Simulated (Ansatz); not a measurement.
Start from RuO$_{2}$ in the rutile structure (space group P4_2/mnm, No. 136; a = 4.4661 Å, c = 3.0919 Å).

Structures relaxed with PBEsol (Ansatz, a program for electronic structure), without spin-orbit coupling.

Base:

Simulated powder pattern, Cu Kα, λ = 1.54184 Å (kinematic, ideal powder, no thermal factors, no anomalous dispersion; the 10 strongest lines at most, above 2 %, up to 2θ = 90°):

| 2θ (°) | I/Imax (%) | hkl |
|---|---|---|
| 28.26 | 100 | (110) |
| 35.31 | 80 | (101) |
| 40.39 | 20 | (200) |
| 54.71 | 63 | (211) |
| 58.45 | 15 | (220) |
| 66.17 | 13 | (310) |
| 67.45 | 15 | (112) |
| 70.16 | 19 | (301) |
| 84.20 | 11 | (321) |
| 88.52 | 9.0 | (222) |

After one change:

Simulated powder pattern, Cu Kα, λ = 1.54184 Å (kinematic, ideal powder, no thermal factors, no anomalous dispersion; the 10 strongest lines at most, above 2 %, up to 2θ = 90°):

```csv
2θ (°),I/Imax (%)
28.84,100
35.75,81
41.25,20
55.70,63
59.75,14
60.36,8.4
67.69,13
68.26,15
71.62,18
86.14,11
```

Q: Which change produced these results?
(A) pressure 100 GPa
(B) pressure 15 GPa
(C) pressure 30 GPa
(D) pressure −1 GPa

A: B, pressure 15 GPa. Its volume per atom is 9.79 Å³ against 10.28 Å³, and its space group is P4_2/mnm (No. 136).

Load acts through the strain it causes; cell and atoms are relaxed under it. No phonon test of stability was made. Competing high-pressure phases were not computed. No Hubbard U is applied, and correlation can decide whether such a compound is a metal. The final runs are not spin-polarised.
